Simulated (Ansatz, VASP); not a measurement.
SiC: VASP beside Ansatz

```
Si C
1.0
     0.00000    2.16449    2.16449
     2.16449    0.00000    2.16449
     2.16449    2.16449    0.00000
Si C
1 1
Direct
  0.00000 0.00000 0.00000
  0.75000 0.75000 0.75000
```

Alike in both runs: task single point; functional LDA; k mesh 8 × 8 × 8; no spin polarisation.

```csv
,VASP,Ansatz
version,VASP 6.6.1,Ansatz 0.2.0
potentials or method,"VASP PAW LDA potentials, release 64 (Si, C), cutoff 520 eV","all-electron LAPW, scalar-relativistic"
occupations,"gaussian, width 0.01 eV",fixed
```

```csv
,VASP,Ansatz,Ansatz less VASP
gap on the k mesh at the Fermi level (eV),1.29,1.30,+0.013
pressure (GPa),0.4,0.0,-0.43
```

Ansatz ran all-electron here, so the differences hold the error of VASP's frozen core and of both bases.

A k mesh can miss the band edges. As with any semilocal functional, this LDA gap is likely too small.
